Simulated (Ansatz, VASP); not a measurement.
# Two plane-wave programs on Re

INCAR

```
SYSTEM = Re
PREC = Accurate
ENCUT = 520
EDIFF = 1E-7
ISMEAR = -1
SIGMA = 0.05
LREAL = .False.
LASPH = .True.
NELM = 60
ALGO = Normal
ISIF = 2
LWAVE = .False.
LCHARG = .False.
GGA = PE
NBANDS = 10
```

KPOINTS

```
Automatic mesh
0
Gamma
  17 17 17
  0 0 0
```

The input POSCAR:

```
Re
1.0
    0.0000000000      1.6509830384      1.6509830384
    1.6509830384      0.0000000000      1.6509830384
    1.6509830384      1.6509830384      0.0000000000
Re
1
Direct
    0.0000000000      0.0000000000      0.0000000000
```

Input for Ansatz:

```yaml
crystal:
  lattice:
    - [0.0, 1.6509830384, 1.6509830384]
    - [1.6509830384, 0.0, 1.6509830384]
    - [1.6509830384, 1.6509830384, 0.0]
  atoms:
    - { symbol: Re, position: [0.0, 0.0, 0.0] }
kpoints:
  mp_grid: { grid: [17, 17, 17] }
scf:
  occupations: { method: fermi_dirac, width: 0.05 }
hamiltonian:
  xc: pbe
  pseudopotentials: { kind: paw }
output:
  forces: true
  stress: true
  eigenvalues: true
  populations: true
```

Change from the starting cell: volume scaled by 0.6, PAW files.

Alike in both runs: task single point; functional PBE; k mesh 17 × 17 × 17; occupations fermi-dirac, width 0.05 eV; no spin polarisation.

```csv
,VASP,Ansatz
version,VASP 6.6.1,Ansatz 0.2.0
potentials or method,"VASP PAW PBE potentials, release 64 (Re)","PAW with Ansatz's default frozen-core files, scalar-relativistic"
plane-wave cutoff (eV),520,420
valence electrons in the cell,7,15
```

|  | VASP | Ansatz | Ansatz less VASP |
| --- | --- | --- | --- |
| pressure (GPa) | 556.2 | 542.6 | -13.61 |

With one functional, cell and mesh, what is left measures potentials, basis and numerics. The two sets of potentials don't hold the same shells in valence.

Caveats: the cell as given lies far from equilibrium; so large a pressure means that the cell lies far from this level's equilibrium, or that cutoff or potentials fall short (VASP). Spin-orbit coupling is left out, which matters for the levels of Re.
